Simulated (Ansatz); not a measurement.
**Computed properties of NbN**

```yaml
crystal:
  lattice:
    - [0.00000, 2.19450, 2.19450]
    - [2.19450, 0.00000, 2.19450]
    - [2.19450, 2.19450, 0.00000]
  atoms:
    - { symbol: Nb, position: [0.50000, 0.50000, 0.50000] }
    - { symbol: N, position: [0.00000, 0.00000, 0.00000] }
```

Atom numbers follow the list: Nb1, N2.

The cell comes from COD entry 1538667, which wasn't checked; take it as a given geometry.

All numbers are computed: DFT, LDA, all-electron LAPW, scalar-relativistic (Ansatz 0.2.0); DFT, LDA, PAW with Ansatz's default frozen-core files, scalar-relativistic (Ansatz 0.2.0).

For LAPW: a Γ-centred 13×13×13 k mesh, Fermi–Dirac smearing of 0.08 eV, basis error target 0.25 meV/atom, no spin polarisation. PAW takes a cutoff of 420 eV at this cell (files made with PBE, cores remade for this functional). The Ansatz runs share mesh, smearing and spin set-up. Values come from LAPW unless marked.

```yaml
Löwdin_charges_with_0.06_e_of_the_cell_spilling_out_of_the_atomic_basis_so_their_sizes_and_signs_hang_on_that_basis: Nb1 0.70, N2 -0.64 e
Band_gap: "none: bands cross the Fermi level, a metal"
Density_of_states_at_the_Fermi_level_0.2_eV_bin: 0.86 states/eV per cell
Volume_per_atom: 10.57 Å³
```

(1) Pressure at this cell: what does the calculation give?

(2) Predict this quantity. Bader charges (from the PAW run).

## Answers

(1) -7.66 GPa.

(2) Nb1 +1.72, N2 -1.72 e.
